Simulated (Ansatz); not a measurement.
# Ta (P6_3/mmc) in Ansatz: settings compared

One crystal, Ta, is run at these levels: PBE, RPBE, LDA; tasks: single point.

Everything below comes from runs of Ansatz 0.2.0. Logs are shortened: lines on timing, memory, paths and dates and some standing lists are left out, and cuts for length are marked.

## (1) The structure

It takes space group P6_3/mmc (No. 194, hexagonal). The conventional cell has a = 2.900 Å, b = 2.900 Å, c = 5.166 Å, α = 90.00°, β = 90.00°, γ = 120.00°. Ta (site symmetry -6m2) has 12 Ta at 2.90 to 3.08 Å as nearest neighbours.

This isn't the form of Ta at room conditions, which is bcc.

## (2) Single point, PBE

Contents of input.yaml:

```yaml
crystal:
  lattice:
    - [2.9003720726, 0.0, 0.0]
    - [-1.4501860363, 2.5117958953, 0.0]
    - [0.0, 0.0, 5.166274]
  atoms:
    - { symbol: Ta, position: [0.3333333333, 0.6666666667, 0.25] }
    - { symbol: Ta, position: [0.6666666667, 0.3333333333, 0.75] }
kpoints:
  mp_grid: { grid: [11, 11, 5] }
scf:
  occupations: { method: gaussian, width: 0.02 }
hamiltonian:
  xc: pbe
  pseudopotentials: { kind: all_electron, lapw: { basis_error: 0.001 } }
output:
  forces: true
  stress: true
  eigenvalues: true
```

Potentials or basis: all-electron LAPW, scalar-relativistic.

Launch:

```console
$ ansatz run input.yaml --threads 1 --pin off --max-ram 3072MiB --backend cpu --events-out ev --progress --plain --runs-dir out
```

The program printed:

```text
Warning: RAYON_NUM_THREADS=1 ignored (pool sized by the plan → 1); use --threads N
LAPW: plane waves up to 8.135 Å⁻¹, error target 1.0e-3 eV per atom; small_component_spin mean_spin; Ta in spheres of 1.450 Å, 37 of its electrons in bands, Dirac shells [] (how accurate: hamiltonian.pseudopotentials.lapw.basis_error, Limitations)
Engine: ansatz 0.2.0, x86_64-unknown-linux-gnu
Pseudopotentials: kind: all_electron
Pseudopotential: Ta, LAPW, valence charge 37, lapw/all_electron/scalar/gaussian/Ta, Koelling and Harmon's equation, gaussian nucleus
Functional definition: PBE
  parameter kappa = 0.804
  parameter beta = 0.06672455060314922
  exchange = pbe_x(kappa = kappa, mu = beta*pi^2/3)
  correlation = pbe_c(beta = beta)
Crystal: 2 atoms, lattice volume = 37.637 Å³
Basis set: ecut = 252.14167587389582 eV, 337 PW (Γ), exchange–correlation at level 2
Bands: 45, of which v1, the nominal top of the filled ones, is band 37 counted from 1 (36 counted from 0)
Symmetry: 24 space group operations
Space group: P63/mmc (ITA 194), of the structure as read, at distance tolerance 3.4e-5 Å
k-points: 48 of 605
Non-local potential: Ta, projectors of the file, none
Initial density: superposition of atomic densities (chi_scale 0.1, normalization cell)
Initial wavefunctions: plane waves of lowest kinetic energy (no species holds an atomic orbital)
Functional: x = pbe(κ = 0.804, μ = 0.2195149727645171), c = pbe(β = 0.06672455060314922)
iter 1 solved again at ethr=2.81e-4 eV; its pass at ethr=1.00e-1 eV (dr2=2.08e-1 eV) is discarded
SCF iter   1: F=—  HF=-849137.946125 eV  |F-HF|=—  |Δ(HF+E_count)|=         —  Δρ=2.82e-2  dr2=2.08e-1  ethr=2.81e-4  ⟨swp⟩=2.7  Hψ=13368  notcnv=0
preconditioner: auto → Kerker (q_TF=auto, 3.054 Å⁻¹)  [metal: Δε(μ)=0.031 eV  Ē_g=23.391 eV  σ=0.020 eV  W_gap=0.49  n_scr=22 (ndim 8)  ℏωp=42.8 eV  f_vac=0.000  D(μ)=4.74/eV (n_scr^D=66)]
SCF iter   2: F=—  HF=-849137.700625 eV  |F-HF|=—  |Δ(HF+E_count)|=   2.45e-1  Δρ=1.60e-2  dr2=7.95e-2  ethr=2.81e-4  ⟨swp⟩=2.0  Hψ=6770  notcnv=0
preconditioner: auto → Resta (q_TF=auto, 3.054 Å⁻¹)  ε∞=4.1  [insulator: Δε(μ)=0.021 eV  Ē_g=24.139 eV  σ=0.020 eV  W_gap=0.52  n_scr=22 (ndim 8)  ℏωp=42.8 eV  f_vac=0.000  D(μ)=3.75/eV (n_scr^D=36)  ε∞_Penn≈4.1]
SCF iter   3: F=—  HF=-849137.670956 eV  |F-HF|=—  |Δ(HF+E_count)|=   2.97e-2  Δρ=9.67e-3  dr2=3.10e-2  ethr=1.07e-4  ⟨swp⟩=2.0  Hψ=6495  notcnv=0
SCF iter   4: F=—  HF=-849137.661172 eV  |F-HF|=—  |Δ(HF+E_count)|=         —  Δρ=4.31e-3  dr2=6.98e-3  ethr=4.18e-5  ⟨swp⟩=2.0  Hψ=6715  notcnv=0
the basis was enlarged: its passes take 528.5 KiB over the memory plan, 1 of 1 planned eigensolver slots
iter 5 solved again at ethr=3.16e-7 eV; its pass at ethr=9.43e-6 eV (dr2=2.34e-4 eV) is discarded
SCF iter   5: F=—  HF=-849137.661295 eV  |F-HF|=—  |Δ(HF+E_count)|=   1.23e-4  Δρ=7.42e-4  dr2=2.33e-4  ethr=3.16e-7  ⟨swp⟩=2.0  Hψ=10788  notcnv=0
SCF iter   6: F=—  HF=-849137.661343 eV  |F-HF|=—  |Δ(HF+E_count)|=   4.77e-5  Δρ=1.62e-4  dr2=1.13e-5  ethr=3.15e-7  ⟨swp⟩=2.0  Hψ=6386  notcnv=0
SCF iter   7: F=—  HF=-849137.661342 eV  |F-HF|=—  |Δ(HF+E_count)|=   9.64e-7  Δρ=2.76e-5  dr2=3.53e-7  ethr=1.53e-8  ⟨swp⟩=2.0  Hψ=6386  notcnv=0
SCF iter   8: F=-849137.661342 eV  HF=-849137.661342 eV  |F-HF|=5.94e-9  |Δ(HF+E_count)|=   8.32e-8  Δρ=3.63e-6  dr2=4.81e-9  ethr=4.77e-10  ⟨swp⟩=2.1  Hψ=6389  notcnv=0
SCF 1 converged in 8 iterations: F = -849137.661342 eV  dr2 = 4.81e-9
SCF converged after 8 iterations
Free energy (F): -849137.661342 eV
Harris-Foulkes:  -849137.661342 eV  (|F-HF|=5.94e-9)
Internal energy: -849137.660455 eV  (E = F + TS)
E sigma→0 (E₀):  -849137.660899 eV
Entropy (-TS):   -0.000887 eV (-0.443 meV/atom)
Fermi energy:    24.112810 eV
--- Per-component energies (eV) ---
  E_band       = -3792.330586
  E_kinetic    = 947868.549806
  E_xc         = -17246.196151
  E_electrostatic = -1779760.014111  (all electrons and nuclei)
  E_smearing   = -0.000887  (= −TS)
  E_closure    = 0.000000  (closes the sum)
  E_atoms      = -849118.739113  (free atoms, spherical and without spin; not in F)
  Σ components = -849137.661342   (vs F -849137.661342, Δ=0.00e0)
  Basis errors (estimates in eV, not in F): energy 2.6e-4 per atom: plane waves 2.2e-4 (1.1e-4 summed), levels above the bands 0.0e0, relativity 6.9e-8, radial functions 4.2e-5, core shells 8.7e-7; eigenvalues (radial functions only) 6.8e-7; not estimated: angular momenta, meshes, grids; target (lapw.basis_error) 1.0e-3; muffin-tin radii Ta 1.450 Å
--- Forces (eV/Å), atoms counted from 1 ---
  atom   1  Ta    -0.00000000    -0.00000000     0.00000000
  atom   2  Ta     0.00000000     0.00000000     0.00000000
  max |Σ_I F_I| component: 0.00e0 eV/Å
--- Stress (GPa, compression-positive) ---
       -1.647970       0.000000       0.000000
        0.000000      -1.647970       0.000000
        0.000000       0.000000       0.148113
  P = ⅓ Tr σ = -1.0493 GPa (-10.493 kbar)
--- Band table (eV; the first three rows and the last of 48) ---
  k-point 0: bands = ["-192.4049", "-192.4049", "-192.4048", "-192.4048", "-192.3995", "-192.3995", "-192.3995", "-192.3995", "-192.3778", "-192.3778", "-43.5176", "-43.4588", "-10.4658", "-9.6533", "-9.5348", "-9.5348", "-9.4527", "-9.4527", "4.6869", "4.6894", "4.7047", "4.7047", "4.7104", "4.7109", "4.7109", "4.7342", "4.7342", "4.7381", "4.7554", "4.7554", "4.7714", "4.7724", "15.9006", "19.1699", "23.4990", "23.9269", "24.6614", "24.6614", "25.2229", "25.2229", "27.0293", "27.0293", "29.1824", "29.1824", "32.8043"]
  k-point 1: bands = ["-192.4049", "-192.4049", "-192.4048", "-192.4048", "-192.3995", "-192.3995", "-192.3995", "-192.3995", "-192.3778", "-192.3778", "-43.5120", "-43.4644", "-10.3922", "-9.7352", "-9.5270", "-9.5270", "-9.4606", "-9.4606", "4.6863", "4.6887", "4.7035", "4.7035", "4.7090", "4.7090", "4.7139", "4.7359", "4.7381", "4.7381", "4.7548", "4.7548", "4.7715", "4.7723", "16.2420", "18.9810", "23.3281", "23.4445", "24.6237", "24.6237", "25.0881", "25.0881", "27.3533", "27.3533", "29.1242", "29.1242", "33.9158"]
  k-point 2: bands = ["-192.4049", "-192.4049", "-192.4048", "-192.4048", "-192.3995", "-192.3995", "-192.3995", "-192.3995", "-192.3778", "-192.3778", "-43.4973", "-43.4792", "-10.1957", "-9.9450", "-9.5065", "-9.5065", "-9.4812", "-9.4812", "4.6860", "4.6871", "4.7028", "4.7028", "4.7051", "4.7051", "4.7216", "4.7299", "4.7457", "4.7457", "4.7519", "4.7519", "4.7717", "4.7721", "17.1543", "18.2603", "22.9090", "22.9883", "24.6406", "24.6406", "24.8221", "24.8221", "28.0838", "28.0838", "28.7807", "28.7807", "35.9380"]
  k-point 47: bands = ["-192.4049", "-192.4049", "-192.4049", "-192.4049", "-192.3995", "-192.3995", "-192.3995", "-192.3995", "-192.3778", "-192.3778", "-43.3948", "-43.3930", "-10.3639", "-10.3414", "-10.1591", "-10.1102", "-9.8049", "-9.7830", "4.7013", "4.7019", "4.7121", "4.7154", "4.7166", "4.7200", "4.7217", "4.7218", "4.7249", "4.7303", "4.7481", "4.7482", "4.7503", "4.7503", "21.1988", "21.5395", "22.3353", "22.3489", "23.3051", "23.5305", "25.4176", "26.0937", "28.9798", "29.3845", "32.4571", "32.5899", "33.9516"]
```

It took 20 s on 1 thread of Intel Xeon at 2.70GHz, shared host; peak memory 0.38 GiB.

Results:

| Quantity | Value |
| --- | --- |
| Free energy | -849137.6613 eV |
| Pressure | -1.0 GPa |
| Band gap on the k mesh | none (metal or under the smearing width) |

## (3) Single point, RPBE

Changes to input.yaml since step 2:

```diff
@@ -13,3 +13,3 @@
 hamiltonian:
-  xc: pbe
+  xc: rpbe
   pseudopotentials: { kind: all_electron, lapw: { basis_error: 0.001 } }
```

Potentials or basis: all-electron LAPW, scalar-relativistic.

Launch:

```console
$ ansatz run input.yaml --threads 1 --pin off --max-ram 3072MiB --backend cpu --events-out ev --progress --plain --runs-dir out
```

Run time: 19 s. Hardware: 1 thread of Intel Xeon at 2.70GHz, shared host; peak memory 0.38 GiB.

It converged, with:

- Free energy: -849162.7872 eV
- Pressure: 2.2 GPa
- Band gap on the k mesh: none (metal or under the smearing width)

Stress tensor (GPa, compression positive):
```
1.76 0.00 0.00
0.00 1.76 0.00
0.00 0.00 3.00
```

Levels at points of the mesh, in eV from the Fermi level:
```tsv
k point	band 33	band 34	band 35	band 36	band 37	band 38	band 39	band 40	band 41	band 42
(0.00, 0.00, 0.00)	-8.22	-4.94	-0.61	-0.23	0.56	0.56	1.12	1.12	2.94	2.94
```

## (4) Single point, LDA

Changes to input.yaml since step 3:

```diff
@@ -11,5 +11,5 @@
 scf:
-  occupations: { method: gaussian, width: 0.02 }
+  occupations: { method: gaussian, width: 0.1 }
 hamiltonian:
-  xc: rpbe
+  xc: lda
   pseudopotentials: { kind: all_electron, lapw: { basis_error: 0.001 } }
```

Potentials or basis: all-electron LAPW, scalar-relativistic.

Launch:

```console
$ ansatz run input.yaml --threads 1 --pin off --max-ram 3072MiB --backend cpu --events-out ev --progress --plain --runs-dir out
```

The program printed:

```text
Warning: RAYON_NUM_THREADS=1 ignored (pool sized by the plan → 1); use --threads N
LAPW: plane waves up to 8.136 Å⁻¹, error target 1.0e-3 eV per atom; small_component_spin mean_spin; Ta in spheres of 1.450 Å, 37 of its electrons in bands, Dirac shells [] (how accurate: hamiltonian.pseudopotentials.lapw.basis_error, Limitations)
[... 1 set-up line as earlier in the session ...]
[... 58 lines left out ...]
  k-point 1: bands = ["-192.3607", "-192.3607", "-192.3607", "-192.3607", "-192.3555", "-192.3555", "-192.3555", "-192.3555", "-192.3344", "-192.3344", "-43.8453", "-43.7976", "-10.7201", "-10.0592", "-9.8529", "-9.8529", "-9.7858", "-9.7858", "4.3145", "4.3169", "4.3314", "4.3314", "4.3368", "4.3368", "4.3428", "4.3648", "4.3664", "4.3664", "4.3832", "4.3832", "4.3994", "4.4002", "15.9353", "18.6494", "22.9546", "23.1936", "24.2252", "24.2252", "24.6857", "24.6857", "26.9210", "26.9210", "28.6889", "28.6889", "33.5062"]
  k-point 2: bands = ["-192.3607", "-192.3607", "-192.3607", "-192.3607", "-192.3555", "-192.3555", "-192.3555", "-192.3555", "-192.3344", "-192.3344", "-43.8306", "-43.8124", "-10.5225", "-10.2703", "-9.8322", "-9.8322", "-9.8066", "-9.8066", "4.3143", "4.3153", "4.3307", "4.3307", "4.3330", "4.3330", "4.3505", "4.3587", "4.3740", "4.3740", "4.3803", "4.3803", "4.3996", "4.4000", "16.8486", "17.9471", "22.5969", "22.6359", "24.2407", "24.2407", "24.4209", "24.4209", "27.6493", "27.6493", "28.3442", "28.3442", "35.7040"]
  k-point 47: bands = ["-192.3607", "-192.3607", "-192.3607", "-192.3607", "-192.3555", "-192.3555", "-192.3555", "-192.3555", "-192.3344", "-192.3344", "-43.7277", "-43.7258", "-10.6940", "-10.6712", "-10.4883", "-10.4392", "-10.1300", "-10.1080", "4.3290", "4.3296", "4.3401", "4.3435", "4.3447", "4.3480", "4.3499", "4.3500", "4.3531", "4.3586", "4.3764", "4.3765", "4.3790", "4.3790", "20.8499", "21.1890", "22.0035", "22.0053", "22.9835", "23.2220", "25.0428", "25.6932", "28.5779", "28.9809", "32.0637", "32.2198", "33.5414"]
```

Run time: 28 s. Hardware: 1 thread of Intel Xeon at 2.70GHz, shared host; peak memory 0.38 GiB.

What came out:

| Item | Value |
| --- | --- |
| Free energy | -848638.6053 eV |
| Pressure | -12.0 GPa |
| Band gap on the k mesh | none (metal or under the smearing width) |

The run has no spin-orbit coupling, so splittings on Ta are missing.

## (5) Overview

```tsv
level	smearing	gap on the mesh (eV)	pressure (GPa)
PBE	gaussian 0.02 eV	none	-1.0
RPBE	gaussian 0.02 eV	none	2.2
LDA	gaussian 0.1 eV	none	-12.0
```

Alike in all rows: task single point; potentials or basis all-electron LAPW, scalar-relativistic; no spin polarisation; cell as given; k mesh 11 × 11 × 5; cutoff (eV) 252; basis error allowed 0.001 eV/atom.

Every run on the cell as given and a fine mesh finds a metal. The pressure there spans -12.0 GPa (LDA) to 2.2 GPa (RPBE); a positive pressure means that this level wants a larger cell, a negative one a smaller.

Compare energies only between runs with the same functional and basis.
